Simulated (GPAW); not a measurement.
Runs of GPAW 26.7.0 on GaP. The structure is cubic, space group F-43m (No. 216). Conventional cell: a = 5.451 Å, b = 5.451 Å, c = 5.451 Å, α = 90.00°, β = 90.00°, γ = 90.00°. Ga (site symmetry -43m) is surrounded by 4 P at 2.36 Å. Around P (site symmetry -43m) lie 4 Ga at 2.36 Å. 

```csv
task,level,potentials or basis,spin,cell,k mesh,optimizer,fmax,max steps,convergence,band path,gap on the mesh (eV),pressure (GPa)
relaxation of cell and atoms,PBEsol,"PAW data sets generated in the run's folder for this functional, pw",off,relaxed,6 × 6 × 6,BFGS,0.02 eV/Å,60,density=1e-05 forces=0.0001,-,(a),0.0
band structure,AM05,"PAW data sets generated in the run's folder for this functional, pw","SOC, no magnetisation",as given,8 × 8 × 8,-,-,-,-,"GXWKGLUWLK,UX",1.59,(b)
band structure,BEEF-vdW,"GPAW PAW data sets (gpaw-data 1.2.1), pw","SOC, no magnetisation",as given,8 × 8 × 8,-,-,-,-,"GXWKGLUWLK,UX",1.80,-
band structure,GLLB-SC,"the program's PAW data sets (release 1.2.1) made for this functional, pw",off,as given,8 × 8 × 8,-,-,-,-,"GXWKGLUWLK,UX",2.53,-
```

Alike in all rows: cutoff (eV) 600; smearing fermi-dirac 0.05 eV.

**Question.** Estimate the missing entries.

**Answer.** (a) 1.56; (b) 1.8.

Caveats: spin-orbit coupling was added after a scalar SCF, so levels and gaps hold it while energy, forces, pressure and moments don't (some runs); this program's spin-orbit splittings come out too wide for heavy elements (some runs); later steps reuse the first step's grids (some runs); the PAW data sets were made with another functional, which shifts forces and pressure a little (some runs); the GLLB-SC gap is the Kohn-Sham gap of the path plus the derivative discontinuity (some runs); a model potential gives levels but no total energy (some runs).

A k mesh can miss the band edges, and rows without SOC leave out spin-orbit coupling on Ga.

Runs at the PBE level aren't shown here.
